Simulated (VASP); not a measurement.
# Settings for SnO₂: self-consistent run

SnO₂, R-3m (no. 166), 3 atoms in the cell. PBE; PAW potentials Sn_d, O (PBE set). VASP 6.6.1.

Wanted: energy within 0.2 meV/atom; levels at the zone centre within 0.003 eV.

What the run is for: comparing ways to start; Accuracy asked: tight.

Levels at the zone centre: counted from the valence top at that point.

POSCAR:
```
SnO2
1.0
    1.6170930752      0.9336291223      4.8005925840
   -1.6170930752      0.9336291223      4.8005925840
    0.0000000000     -1.8672582446      4.8005925840
Sn O
1 2
Direct
    0.5000000000      0.5000000000      0.5000000000
    0.7628300000      0.7628300000      0.7628300000
    0.2371700000      0.2371700000      0.2371700000
```

## How the run starts (with a second run first, the time holds both)

| How the run starts (with a second run first, the time holds both) | Energy less reference (meV/atom) | Levels at the zone centre, largest deviation (eV) | Time (s) |
|---|---|---|---|
| from scratch: 13 SCF iterations | 0.00 | 0.0000 | 50 |
| density of a coarse mesh (ICHARG 1): 13 + 8 SCF iterations | 0.00 | 0.0002 | 56 |
| orbitals of a lower cutoff (ISTART 1): 13 + 5 SCF iterations | 0.00 | 0.0000 | 72 |
| orbitals of a loose run: 10 + 3 SCF iterations | 0.00 | 0.0001 | 42 |

Chosen: from scratch: 13 SCF iterations; no other choice that stays within half of the tolerance saves 30 % of the time.

The chosen settings are those of the reference run.

Values of the reference run: Levels at the zone centre: -0.7796, 0, 2.027 eV from the valence top at Gamma.

## The input

INCAR:
```
  GGA = PE
  ISMEAR = 0
  SIGMA = 0.03
  LWAVE = False
  LCHARG = False
  ISIF = 2
  PREC = Accurate
  LASPH = True
  LREAL = False
  ALGO = Normal
  EDIFF = 1E-6
  NELM = 120
  GGA_COMPAT = False
  ENCUT = 520
  EFERMI = MIDGAP
```

KPOINTS:
```
k-points
0
Gamma
  9 9 9
```

Commands:
```
cat potpaw_PBE.64/Sn_d/POTCAR potpaw_PBE.64/O/POTCAR > POTCAR
mpirun -np 1 vasp_std > vasp.out
```

The chosen input took VASP 6.6.1 50 s on 1 core (Intel Xeon 6975P-C (Granite Rapids)), a shared host.

## An input that fails: restart asked without its files

VASP's message: ERROR: charge density could not be read from file CHGCAR for ICHARG>10.

Changes against the starting input:
```
- NELM = 120
+ NELM = 60
+ ICHARG = 11
```
